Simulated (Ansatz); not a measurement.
Stiffness of CaS from strained cells

```xyz
2
Lattice="0.0000 2.8430 2.8430 2.8430 0.0000 2.8430 2.8430 2.8430 0.0000" Properties=species:S:1:pos:R:3 pbc="T T T"
Ca    0.0000    0.0000    0.0000
S     2.8430    2.8430    2.8430
```

Atom numbers follow the list: Ca1, S2.

The cell is COD entry 1011236, as deposited and not checked against the literature; nothing was relaxed. It is an old determination, and later ones may differ.

Method: DFT, PBE, all-electron LAPW, scalar-relativistic (Ansatz 0.2.0).

Numerical set-up: a Γ-centred 7×7×7 k mesh, Fermi–Dirac smearing of 0.01 eV, basis error target 0.25 meV/atom, no spin polarisation.

The unstrained cell is at 0.79 GPa. Large strains and very small stresses are left out. Each strain is applied once, with fractional coordinates held (clamped ions), and σ below is the change of stress, positive in tension. One finite strain gives stress–strain coefficients at this pressure with an error of the order of the strain times third-order constants, a few per cent for each per cent of strain.

(1) Estimate the stiffness probed by this change, and the stress that it gives: xy engineering shear strain of +2 %.

(2) With xy engineering shear strain of -1 %, the run gives σxy = -0.34 GPa and γxy = 2εxy = -0.0100. Which stiffness follows?

Results:

(1) σxy = 0.68 GPa and γxy = 2εxy = 0.0200, so C44 (clamped ions) = σxy/γxy = 34 GPa.

(2) C44 (clamped ions) = σxy/γxy = 34 GPa.
